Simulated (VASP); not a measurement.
# Tl (P6_3/mmc) in VASP: further runs

One crystal, Tl, is run at these levels: PBEsol; tasks: single point.

All numbers are computed with VASP 6.6.1; they aren't measurements. Logs are shortened: lines on timing, memory, paths and dates and some standing lists are left out, and cuts for length are marked.

### Step 1. The crystal as given

The structure is hexagonal, space group P6_3/mmc (No. 194). Conventional cell: a = 3.456 Å, b = 3.456 Å, c = 5.525 Å, α = 90.00°, β = 90.00°, γ = 120.00°. Around Tl (site symmetry -6m2) lie 12 Tl at 3.41 to 3.46 Å.

### Step 2. Single point, PBEsol

INCAR

```
PREC = Accurate ; ENCUT = 450
EDIFF = 1E-6 ; ISMEAR = 1
SIGMA = 0.05 ; LREAL = False
LASPH = True ; NELM = 100
ALGO = Normal ; ISIF = 2
LWAVE = False ; LCHARG = False
GGA = PS ; NBANDS = 20
ADDGRID = False
```

KPOINTS

```
regular mesh
0
Gamma
  6 6 4
```

POSCAR

```
Tl
1.0
    3.4560000000      0.0000000000      0.0000000000
   -1.7280000000      2.9929837955      0.0000000000
    0.0000000000      0.0000000000      5.5250000000
Tl
2
Direct
    0.6666666667      0.3333333333      0.7500000000
    0.3333333333      0.6666666667      0.2500000000
```

Potentials or basis: VASP PAW PBE potentials, release 64 (Tl_d).

Launch:

```console
> cat potpaw_PBE.64/Tl_d/POTCAR > POTCAR
> mpirun -np 1 vasp_std > vasp.out
```

OUTCAR:

```text
PREC = Accurate
   ENCUT = 450
   EDIFF = 1E-6
   ISMEAR = 1
   LREAL = False
   LASPH = True
   NELM = 100
   ISIF = 2
   GGA = PS

 Found     21 irreducible k-points:

 Following reciprocal coordinates:
            Coordinates               Weight
  0.000000  0.000000  0.000000      1.000000
  0.166667  0.000000  0.000000      6.000000
  0.333333  0.000000  0.000000      6.000000
  0.500000  0.000000  0.000000      3.000000
  0.166667  0.166667  0.000000      6.000000
  0.333333  0.166667  0.000000     12.000000
   k-points           NKPTS =     21   k-points in BZ     NKDIM =     21   number of bands    NBANDS=     20
   number of dos      NEDOS =    301   number of ions     NIONS =      2
   total plane-waves  NPLWV =  23040
   dimension x,y,z NGX =    24 NGY =   24 NGZ =   40
   dimension x,y,z NGXF=    48 NGYF=   48 NGZF=   80
   ions per type =               2
   NGX,Y,Z   is equivalent  to a cutoff of  11.54, 11.54, 12.04 a.u.
   NGXF,Y,Z  is equivalent  to a cutoff of  23.09, 23.09, 24.07 a.u.
 SYSTEM =  unknown system
   PREC   = accura    normal or accurate (medium, high low for compatibility)
   ISTART =      0    job   : 0-new  1-cont  2-samecut
   ICHARG =      2    charge: 1-file 2-atom 10-const
   ISPIN  =      1    spin polarized calculation?
   LNONCOLLINEAR =      F non collinear calculations
   LSORBIT =      F    spin-orbit coupling
   LASPH  =      T    aspherical Exc in radial PAW
   ENCUT  =  450.0 eV  33.07 Ry    5.75 a.u.   5.98  5.98  9.56*2*pi/ulx,y,z
   NELM   =    100;   NELMIN=  2; NELMDL= -5     # of ELM steps
   EDIFF  = 0.1E-05   stopping-criterion for ELM
   LREAL  =      F    real-space projection
   EDIFFG = 0.1E-04   stopping-criterion for IOM
   NSW    =      0    number of steps for IOM
   IBRION =     -1    ionic relax: 0-MD 1-quasi-New 2-CG
   NFREE  =      0    steps in history (QN), initial steepest desc. (CG)
   ISIF   =      2    stress and relaxation
   ISYM   =      2    0-nonsym 1-usesym 2-fastsym
   POTIM  = 0.5000    time-step for ionic-motion
   TEBEG  =    0.0;   TEEND  =   0.0 temperature during run
   PSTRESS=    0.0 pullay stress
   NELECT =      26.0000    total number of electrons
   NUPDOWN=      -1.0000    fix difference up-down
   EMIN   =  10.00;   EMAX   =-10.00  energy-range for DOS
   EFERMI =   0.00;   METHOD = LEGACY
   ISMEAR =     1;   SIGMA  =   0.05  broadening in eV -4-tet -1-fermi 0-gaus
   EFERMI_NEDOS =   21; number of points for ismear=-14 and -15
   IALGO  =     38    algorithm
   IMIX   =      4    mixing-type and parameters
     AMIX     =   0.40;   BMIX     =  1.00
     AMIX_MAG =   1.60;   BMIX_MAG =  1.00
  volume/ion in A,a.u.               =      28.57       192.83
  Fermi-wavevector in a.u.,A,eV,Ry     =   1.259107  2.379366 21.569987  1.585349
  Thomas-Fermi vector in A             =   2.392683
   LORBIT       =      0    0 simple, 1 ext, 2 COOP (PROOUT), +10 PAW based schemes
   GGA     = PS    functional components
   LHFCALC =     F    Hartree Fock is set to
   AEXX    =    0.0000 exact exchange contribution
   IVDW    =     0    specifies the selected vdW correction
   LEPSILON=     F    determine dielectric tensor
   LRPA    =     F    only Hartree local field effects (RPA)
 non-spin polarized calculation
 Methfessel and Paxton  Order N= 1 SIGMA  =   0.05
  energy-cutoff  :      450.00
  volume of cell :       57.15
 maximum number of plane-waves:      1254
 NGX is ok and might be reduce to    24
   NGX = 11   NGY = 11   NGZ = 19

 number of electron      25.9999996 magnetization

 Free energy of the ion-electron system (eV)
  ---------------------------------------------------
  ext. energy  EPLUGINS =         0.00000000
  ---------------------------------------------------
  free energy    TOTEN  =        -5.23350732 eV

  energy without entropy =       -5.23335798  energy(sigma->0) =       -5.23345754

 E-fermi :   6.4197     XC(G=0): -10.3718

 val. band max:        6.3726315117   @ k =   0.1667   0.0000   0.2500
 cond. band min:       6.4371695823   @ k =   0.3333   0.3333   0.2500
 fundamental gap:      0.0645380706
 Fermi energy:         6.4196871473

 k-point     1 :       0.0000    0.0000    0.0000
  band No.  band energies     occupation
      1      -5.3561      2.00000
      2      -5.1179      2.00000
      3      -5.1096      2.00000
      4      -5.1096      2.00000
      5      -5.0555      2.00000
      6      -5.0555      2.00000
      7      -4.9828      2.00000
      8      -4.9828      2.00000
      9      -4.6424      2.00000
     10      -4.6424      2.00000
     11      -3.6824      2.00000
     12       1.2742      2.00000
     13       3.5220      2.00000
     14      14.3630      0.00000
     15      14.3630      0.00000
     16      16.4457      0.00000
     17      16.4457      0.00000
     18      16.6476      0.00000
     19      17.1957      0.00000
     20      17.3060      0.00000

 k-point     2 :       0.1667    0.0000    0.0000
  band No.  band energies     occupation
      1      -5.3094      2.00000
      2      -5.1661      2.00000
      3      -5.0739      2.00000
      4      -5.0526      2.00000
      5      -5.0318      2.00000
      6      -4.9969      2.00000
      7      -4.9917      2.00000
      8      -4.9498      2.00000
      9      -4.7430      2.00000
     10      -4.6236      2.00000
     11      -3.1458      2.00000
     12       1.6091      2.00000
     13       4.1916      2.00000
     14      10.4880      0.00000
     15      12.6980      0.00000
     16      13.8513      0.00000
     17      16.1507      0.00000
     18      16.2059      0.00000
     19      16.7537      0.00000
     20      18.2238      0.00000

 k-point     3 :       0.3333    0.0000    0.0000
  band No.  band energies     occupation
      1      -5.4169      2.00000
      2      -5.2260      2.00000
      3      -5.2031      2.00000
      4      -5.1163      2.00000
      5      -4.9772      2.00000
      6      -4.8804      2.00000
      7      -4.7901      2.00000
      8      -4.7660      2.00000
      9      -4.7241      2.00000
     10      -4.5991      2.00000
     11      -1.5080      2.00000
     12       2.5052      2.00000
     13       5.9648      2.00000
     14       6.2349      2.00000
     15       9.7778      0.00000
     16      10.9221      0.00000
     17      12.5662      0.00000
     18      14.8693      0.00000
     19      15.3034      0.00000
     20      16.7089      0.00000

 k-point     4 :       0.5000    0.0000    0.0000
  band No.  band energies     occupation
      1      -5.4809      2.00000
      2      -5.3208      2.00000
      3      -5.2530      2.00000
      4      -5.1545      2.00000
      5      -4.9290      2.00000
      6      -4.9122      2.00000
      7      -4.6775      2.00000
      8      -4.6490      2.00000
      9      -4.6018      2.00000
     10      -4.5908      2.00000
     11       0.5981      2.00000
     12       1.6784      2.00000
     13       5.6736      2.00000
     14       6.8750     -0.00000
     15       7.7201      0.00000
     16      10.1758      0.00000
     17      10.2485      0.00000
     18      14.5514      0.00000
     19      14.6012      0.00000
     20      16.1671      0.00000

 k-point     5 :       0.1667    0.1667    0.0000
  band No.  band energies     occupation
      1      -5.2497      2.00000
      2      -5.2414      2.00000
      3      -5.1770      2.00000
      4      -5.0974      2.00000
      5      -5.0047      2.00000
      6      -4.9193      2.00000
      7      -4.8594      2.00000
      8      -4.8431      2.00000
      9      -4.7630      2.00000
     10      -4.6156      2.00000
     11      -2.0486      2.00000
     12       2.2650      2.00000
     13       5.4178      2.00000
     14       8.1083      0.00000
     15       8.9286      0.00000
     16      12.5470      0.00000
     17      13.6080      0.00000
     18      14.0301      0.00000
     19      15.6878      0.00000
     20      17.7459      0.00000

 k-point     6 :       0.3333    0.1667    0.0000
  band No.  band energies     occupation
      1      -5.3393      2.00000
      2      -5.3251      2.00000
      3      -5.1629      2.00000
      4      -5.1198      2.00000
      5      -4.9388      2.00000
      6      -4.9308      2.00000
      7      -4.8237      2.00000
      8      -4.7195      2.00000
      9      -4.6164      2.00000
     10      -4.6140      2.00000
     11       0.0100      2.00000
     12       2.5585      2.00000
     13       5.7009      2.00000
     14       7.4261      0.00000
     15       7.4811      0.00000
     16       9.1690      0.00000
     17      11.0835      0.00000
     18      12.1263      0.00000
     19      14.4128      0.00000
     20      17.5519      0.00000

 [... further k-points ...]

------------------------ aborting loop because EDIFF is reached ----------------------------------------

  FORCE on cell =-STRESS in cart. coord.  units (eV):
  Direction    XX          YY          ZZ          XY          YZ          ZX
  --------------------------------------------------------------------------------------
  -------------------------------------------------------------------------------------
  Total       -0.4451400     -0.4451400      0.8628622      0.0000000      0.0000000      0.0000000
  in kB      -12.4794904    -12.4794904     24.1903228      0.0000000      0.0000000      0.0000000
  external PRESSURE =      -0.2562193 kB  Pullay stress =       0.0000000 kB

 VOLUME and BASIS-vectors are now :
 -----------------------------------------------------------------------------
  energy-cutoff  :      450.00
  volume of cell :       57.15
      direct lattice vectors                 reciprocal lattice vectors
     3.456000000  0.000000000  0.000000000     0.289351852  0.167057370  0.000000000
    -1.728000000  2.992983795  0.000000000     0.000000000  0.334114739  0.000000000
     0.000000000  0.000000000  5.525000000     0.000000000  0.000000000  0.180995475

 POSITION                                       TOTAL-FORCE (eV/Angst)
 -----------------------------------------------------------------------------------
      1.72800      0.99766      4.14375         0.000000     -0.000000      0.000000
     -0.00000      1.99532      1.38125        -0.000000      0.000000      0.000000
 -----------------------------------------------------------------------------------
    total drift:                               -0.000000      0.000000     -0.000000

  FREE ENERGIE OF THE ION-ELECTRON SYSTEM (eV)
  ---------------------------------------------------
  free  energy   TOTEN  =        -5.2335073194 eV

  energy  without entropy=       -5.2333579815  energy(sigma->0) =       -5.23345754
```

It took 7.7 s on 1 thread of AMD EPYC 9R45 (Zen 5), shared host; peak memory 0.13 GiB.

These settings aren't checked as converged: the numbers below hold their error.

Results:

| Property | Result |
| --- | --- |
| Free energy | -5.2335 eV |
| Pressure | 0.0 GPa |
| Band gap on the k mesh | none (metal or under the smearing width) |

Caveat: the PAW data sets were made with another functional, which shifts forces and pressure a little.

### Step 3. Single point, PBEsol

INCAR: that of step 2 with these lines changed.

```diff
@@ -2,3 +2,3 @@
 EDIFF = 1E-6 ; ISMEAR = 1
-SIGMA = 0.05 ; LREAL = False
+SIGMA = 0.02 ; LREAL = False
 LASPH = True ; NELM = 100
```

KPOINTS is that of step 2.

POSCAR is that of step 2.

Potentials or basis: VASP PAW PBE potentials, release 64 (Tl_d).

Launch:

```console
> cat potpaw_PBE.64/Tl_d/POTCAR > POTCAR
> mpirun -np 1 vasp_std > vasp.out
```

OUTCAR:

```text
PREC = Accurate
   ENCUT = 450
   EDIFF = 1E-6
   ISMEAR = 1
   LREAL = False
   LASPH = True
   NELM = 100
   ISIF = 2
   GGA = PS

 Found     21 irreducible k-points:

 Following reciprocal coordinates:
            Coordinates               Weight
  0.000000  0.000000  0.000000      1.000000
  0.166667  0.000000  0.000000      6.000000
  0.333333  0.000000  0.000000      6.000000
  0.500000  0.000000  0.000000      3.000000
  0.166667  0.166667  0.000000      6.000000
  0.333333  0.166667  0.000000     12.000000
[... 80 lines left out ...]
      4      -5.1094      2.00000
      5      -5.0552      2.00000
      6      -5.0552      2.00000
[... 127 lines left out ...]
     19      14.4126      0.00000
     20      17.5519      0.00000

 [... further k-points ...]
[... 5 lines left out ...]
  --------------------------------------------------------------------------------------
  -------------------------------------------------------------------------------------
  Total       -0.4342058     -0.4342058      0.8361985     -0.0000000     -0.0000000      0.0000000
  in kB      -12.1729496    -12.1729496     23.4428061     -0.0000000     -0.0000000      0.0000000
  external PRESSURE =      -0.3010311 kB  Pullay stress =       0.0000000 kB

 VOLUME and BASIS-vectors are now :
 -----------------------------------------------------------------------------
  energy-cutoff  :      450.00
  volume of cell :       57.15
      direct lattice vectors                 reciprocal lattice vectors
     3.456000000  0.000000000  0.000000000     0.289351852  0.167057370  0.000000000
    -1.728000000  2.992983795  0.000000000     0.000000000  0.334114739  0.000000000
     0.000000000  0.000000000  5.525000000     0.000000000  0.000000000  0.180995475

 POSITION                                       TOTAL-FORCE (eV/Angst)
 -----------------------------------------------------------------------------------
      1.72800      0.99766      4.14375         0.000000     -0.000000      0.000000
     -0.00000      1.99532      1.38125        -0.000000      0.000000      0.000000
 -----------------------------------------------------------------------------------
    total drift:                               -0.000000      0.000000     -0.000000

  FREE ENERGIE OF THE ION-ELECTRON SYSTEM (eV)
  ---------------------------------------------------
  free  energy   TOTEN  =        -5.2333940209 eV

  energy  without entropy=       -5.2331663939  energy(sigma->0) =       -5.23331815
```

Run time: 7.9 s. Hardware: 1 thread of AMD EPYC 9R45 (Zen 5), shared host; peak memory 0.13 GiB.

The run converged, but some of its settings lie outside the range that counts as converged, so its numbers aren't taken as properties of the crystal.

What came out:

| Item | Value |
| --- | --- |
| Free energy | -5.2334 eV |
| Pressure | 0.0 GPa |
| Band gap on the k mesh | none (metal or under the smearing width) |

Caveat: the PAW data sets were made with another functional, which shifts forces and pressure a little.

### Step 4. Single point, PBEsol

INCAR

```
PREC = Low ; ENCUT = 450
EDIFF = 1E-6 ; ISMEAR = 1
SIGMA = 0.1 ; LREAL = False
LASPH = True ; NELM = 100
ALGO = Normal ; ISIF = 2
LWAVE = False ; LCHARG = False
GGA = PS ; NBANDS = 20
ADDGRID = False
```

KPOINTS is that of step 3.

POSCAR is that of step 3.

Launch:

```console
> cat potpaw_PBE.64/Tl_d/POTCAR > POTCAR
> mpirun -np 1 vasp_std > vasp.out
```

Wall time 4.8 s (1 thread of AMD EPYC 9R45 (Zen 5), shared host); peak memory 0.09 GiB.

These settings aren't checked as converged: the numbers below hold their error.

What came out:

```
Free energy            : -5.2334 eV
Pressure               : -0.1 GPa
Band gap on the k mesh : none (metal or under the smearing width)
```

Caveat: the PAW data sets were made with another functional, which shifts forces and pressure a little.
